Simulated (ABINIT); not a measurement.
Runs of ABINIT 10.8.3 (patched build) on P. Symmetry: Cmce, No. 64, orthorhombic system. The conventional cell has a = 3.295 Å, b = 10.930 Å, c = 4.544 Å, α = 90.00°, β = 90.00°, γ = 90.00°. P (site symmetry m) has 3 P at 2.20 to 2.25 Å as nearest neighbours. 

```csv
task,level,potentials or basis,cell,k mesh,cutoff (eV),cell freedom (optcell),optimiser (ionmov),cutoff smearing ecutsm (Ha),force stop (Ha/bohr),fine-grid cutoff,gap on the mesh (eV),pressure (GPa),relaxed volume (Å³/atom),largest force (eV/Å)
single point,LDA,PseudoDojo NC SR LDA v0.4 stringent,as given,6 × 6 × 4,490,-,-,-,-,-,none,-2.3,-,0.19
relaxation of cell and atoms,LDA,JTH PAW LDA v2.0,relaxed,6 × 6 × 4,544,2,2,0.5,2e-05,1088.46 eV,none,0.0,17.06,-
single point,r2SCAN,PseudoDojo NC SR PBE v0.4.1 standard,as given,6 × 6 × 4,517,-,-,-,-,-,0.18,(b),-,0.29
single point,revPBE,PseudoDojo NC SR PBE v0.4.1 standard,as given,6 × 6 × 4,599,-,-,-,-,-,0.15,3.0,-,0.32
optical spectrum,LDA,PseudoDojo NC SR LDA v0.4.1 standard,as given,8 × 8 × 8,490,-,-,-,-,-,0.02,-2.3,-,0.17
single point,LDA,PseudoDojo NC SR LDA v0.4.1 standard,as given,6 × 6 × 4,490,-,-,-,-,-,none,-2.3,-,0.19
positron lifetime,LDA,JTH PAW LDA v2.0,as given,6 × 6 × 4,408,-,-,-,-,816.342 eV,none,-,-,(a)
relaxation of cell and atoms,PBEsol,PseudoDojo NC SR PBEsol v0.4 stringent,relaxed,6 × 6 × 4,599,2,2,0.5,2e-05,-,none,0.0,17.54,-
```

Alike in all rows: no spin polarisation; smearing fermi-dirac 0.05 eV.

**Question.** Estimate the missing entries.

**Answer.** (a) 0.23; (b) 1.7.

Caveats: the cutoff is short for stress, so the pressure is rough (some runs); the potentials were made for another functional, which shifts forces and pressure (some runs); the volume moved by over 15 % at a fixed basis, so the end points are rough (some runs); a meta-GGA on potentials with a model core is unreliable (some runs); a meta-GGA on norm-conserving files made for a GGA shifts volumes by about 1 % (some runs); the intraband (Drude) term is left out (some runs); spectra need much finer meshes, so this one isn't converged (some runs).

A k mesh can miss the band edges.

A gap of «none» marks a metal or a gap under the smearing width.

Runs at the PBE level aren't shown here.
